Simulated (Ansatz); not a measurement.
A plane-wave DFT run in Ansatz 0.2.0 (scalar-relativistic PAW potentials unless the input names others): input and command.

```yaml
crystal:
  lattice:
    - [5.058512888, 0.0, 0.0]
    - [-2.529256444, 4.3808006664, 0.0]
    - [0.0, 0.0, 5.5417196893]
  atoms:
    - { symbol: Si, position: [0.5, 0.5, 0.3333333333], spin: 2.0 }
    - { symbol: Si, position: [0.0, 0.5, 0.6666666667] }
    - { symbol: Si, position: [0.5, 0.0, 0.0] }
    - { symbol: O, position: [0.2081992188, 0.7918007812, 0.8333333333] }
    - { symbol: O, position: [0.4163984376, 0.2081992188, 0.1666666667] }
    - { symbol: O, position: [0.2081992188, 0.4163984376, 0.5] }
    - { symbol: O, position: [0.7918007812, 0.2081992188, 0.8333333333] }
    - { symbol: O, position: [0.5836015624, 0.7918007812, 0.1666666667] }
    - { symbol: O, position: [0.7918007812, 0.5836015624, 0.5] }
basis:
  ecutwfc: 500
kpoints:
  mp_grid: { grid: [6, 6, 4] }
hamiltonian:
  xc: r2scan
scf:
  occupations: { method: gaussian, width: 0.02 }
  max_iter: 75
output:
  forces: true
  eigenvalues: true
  stress: true
```

```bash
ansatz run input.yaml --threads 2 --pin off --max-ram 5120MiB --backend cpu --events-out ev --progress --plain --runs-dir out
```

Q: What will the program do with this input?

A: The program refuses it, because of a moment without spin polarisation (crystal.atoms[0].spin: not typed → 2.0). Without that key it is accepted.

Abridged log:
```
Error: inconsistent input (magnetization.spin_polarized): false but per-atom `spin:`, `per_species`, `initial_magnetization`, `magnetic_field`, or `spin_locking` is set
```